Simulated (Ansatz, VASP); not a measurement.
**Hf3B: VASP beside Ansatz**

Contents of INCAR:

```
PREC = Accurate
ENCUT = 600
EDIFF = 1E-6
ISMEAR = 0
SIGMA = 0.1
LREAL = F
LASPH = T
NELM = 100
ALGO = Normal
ISIF = 3
LWAVE = F
LCHARG = F
GGA = PE
IBRION = 2
NSW = 90
EDIFFG = -0.04
```

File KPOINTS:

```
regular mesh
0
Gamma
  4 4 4
```

File POSCAR:

```
Hf3B
1.0
    3.9935573403      0.0000000000      0.0000000000
    0.0000000000      3.9935573403      0.0000000000
    0.0000000000      0.0000000000      3.9935573403
Hf B
3 1
Direct
    0.0000000000      0.5000000000      0.5000000000
    0.5000000000      0.0000000000      0.5000000000
    0.5000000000      0.5000000000      0.0000000000
    0.0000000000      0.0000000000      0.0000000000
```

Input for Ansatz:

```yaml
crystal:
  lattice:
    - [3.9935573403, 0.0, 0.0]
    - [0.0, 3.9935573403, 0.0]
    - [0.0, 0.0, 3.9935573403]
  atoms:
    - { symbol: Hf, position: [0.0, 0.5, 0.5] }
    - { symbol: Hf, position: [0.5, 0.0, 0.5] }
    - { symbol: Hf, position: [0.5, 0.5, 0.0] }
    - { symbol: B, position: [0.0, 0.0, 0.0] }
basis:
  ecutwfc: 420
kpoints:
  mp_grid: { grid: [4, 4, 4] }
hamiltonian:
  xc: pbe
scf:
  occupations: { method: gaussian, width: 0.1 }
  lower_state_search: "off"
output:
  forces: true
  stress: true
  eigenvalues: true
relax:
  adjacent_minimum: "off"
  f_tol: 0.04
  max_steps: 70
  cell: { stress_tol: 0.4 }
```

Alike in both runs: task relaxation of cell and atoms; functional PBE; k mesh 4 × 4 × 4; occupations gaussian, width 0.1 eV; no spin polarisation.

```csv
,VASP,Ansatz
version,VASP 6.6.1,Ansatz 0.2.0
potentials or method,"VASP PAW PBE potentials, release 64 (Hf_pv, B)","scalar-relativistic, plane waves, PAW"
plane-wave cutoff (eV),600,420
valence electrons in the cell,33,81
```

VASP gave:

- gap on the k mesh at the Fermi level, each at its own relaxed structure (eV): none
- relaxed volume (Å³/atom): 17.53
- relaxed cell length with the largest relative difference (Å): 4.123
- energy change over the relaxation (meV/atom): -62

**Question.** Which values does Ansatz return?

**Answer.** gap on the k mesh at the Fermi level, each at its own relaxed structure (eV): none; relaxed volume (Å³/atom): 17.57; relaxed cell length with the largest relative difference (Å): 4.127; energy change over the relaxation (meV/atom): -68.

A gap of «none» marks a metal or a gap that the smearing closes. The two sets of potentials don't hold the same shells in valence.

Caveats: the k mesh is coarse (spacing up to 0.39 Å⁻¹), so the values aren't converged. Spin-orbit coupling is left out, which matters for the levels of Hf.
